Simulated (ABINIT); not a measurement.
Runs of ABINIT 10.8.3 (patched build) on C. Symmetry: C2/m, No. 12, monoclinic system. Conventional cell: a = 4.255 Å, b = 2.457 Å, c = 3.765 Å, α = 90.00°, β = 111.49°, γ = 90.00°. Around C (site symmetry m) lie 3 C at 1.42 Å. This is a stacking variant of graphite.

| level | dispersion computed by | gap on the mesh (eV) | pressure (GPa) | relaxed volume (Å³/atom) | largest force (eV/Å) |
| --- | --- | --- | --- | --- | --- |
| PBE+D3(BJ) | simple-dftd3 1.7.0 | 1.22 | 0.0 | (a) | 0.01 |
| PBE+D4 | dftd4 4.3.1 | (b) | 0.0 | 8.73 | - |
| PBE | - | 1.74 | -0.1 | 10.48 | 0.01 |
| PBE+D3 | simple-dftd3 1.7.0 | 1.36 | 0.0 | 9.21 | 0.02 |

Alike in all rows: task relaxation of cell and atoms; potentials or basis JTH PAW PBE v2.0; no spin polarisation; cell relaxed; k mesh 10 × 10 × 6; cutoff (eV) 517; smearing fermi-dirac 0.05 eV.

Problem. Estimate the missing entries.

Solution. (a) 8.90; (b) 1.16.

Caveats: the atomic spheres overlap; this functional lacks dispersion, which binds the layers, so the pressure and a relaxed spacing across them are unreliable (some runs).

A k mesh can miss the band edges.
